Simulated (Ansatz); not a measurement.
**WSe2: Se vacancy**

These are results of DFT PBE+D3(BJ), scalar-relativistic, plane waves, PAW in Ansatz, not measurements. Run with 420 eV cutoff, 2×2×2 k-mesh, Gaussian smearing of 0.01 eV, collinear spin in charge +1 alone.

Host crystal, relaxed:

```
CELL_PARAMETERS angstrom
3.27904 0.00000 0.00000
-1.63952 2.83973 0.00000
0.00000 0.00000 12.79282
ATOMIC_POSITIONS crystal
W 0.66667 0.33333 0.25002
W 0.33333 0.66667 0.74998
Se 0.33333 0.66667 0.38168
Se 0.66667 0.33333 0.88164
Se 0.33333 0.66667 0.11836
Se 0.66667 0.33333 0.61832
```

Supercell of 42 atoms, rows in host cell vectors: -1 -3 0; 3 2 0; 0 0 1. Atoms relax at the host's cell, keeping the symmetry that the supercell leaves at the site. The cell is small, so energies carry finite-size errors of tenths of an eV. The host's Kohn–Sham gap is 0.87 eV.

Spin-orbit coupling is left out, which matters for the bands and energies of heavy elements.

Defect: Se vacancy at (0.333, 0.667, 0.382) of the host cell, charge 0.

(1) Give the relaxed supercell.

Results:

(1)
```xyz
41
Lattice="1.6395 -8.5192 0.0000 6.5581 5.6795 0.0000 0.0000 0.0000 12.7928" Properties=species:S:1:pos:R:3 pbc="T T T"
W     4.8218   -4.6715    3.1727
W     3.2743   -2.0077    3.1727
W     1.6491    0.9641    3.2153
W     6.5382   -1.8936    3.2153
W     4.9186    0.9466    3.2387
W     1.7411   -4.6798    3.1727
W     6.5685    3.7693    3.2153
W     3.2790   -3.7863    9.6017
W     1.6393   -0.9471    9.5898
W     1.6401   -6.6259    9.5898
W     4.9180   -0.9471    9.5891
W     3.2788    1.8939    9.5891
W     6.5588    1.8930    9.5891
W     6.5577   -3.7859    9.5898
Se    1.6733   -0.9976    4.8766
Se    1.6668   -6.5713    4.8766
Se    4.8642   -1.0153    4.8905
Se    3.2467    1.9746    4.8905
Se    6.6448    1.8805    4.8905
Se    6.4970   -3.7901    4.8766
Se    4.9232   -4.7358   11.2772
Se    3.2792   -1.8877   11.2772
Se    1.6399    0.9458   11.2752
Se    6.5586   -1.8924   11.2752
Se    4.9186    0.9466   11.2735
Se    1.6347   -4.7355   11.2772
Se    6.5572    3.7864   11.2752
Se    3.2790   -3.7863    1.4048
Se    1.6601   -0.9522    1.5376
Se    1.6341   -6.6054    1.5376
Se    4.8894   -0.9445    1.5440
Se    3.2954    1.9174    1.5440
Se    6.5709    1.8669    1.5440
Se    6.5429   -3.8013    1.5376
Se    4.9119   -4.7278    7.9088
Se    3.2779   -1.9015    7.9088
Se    1.6397    0.9460    7.9047
Se    6.5585   -1.8927    7.9047
Se    4.9186    0.9466    7.9036
Se    1.6473   -4.7297    7.9088
Se    6.5574    3.7864    7.9047
```
Around the defect: 3 W at 2.47 Å. The run ended with a moment of 0.00 μB (no spin polarisation).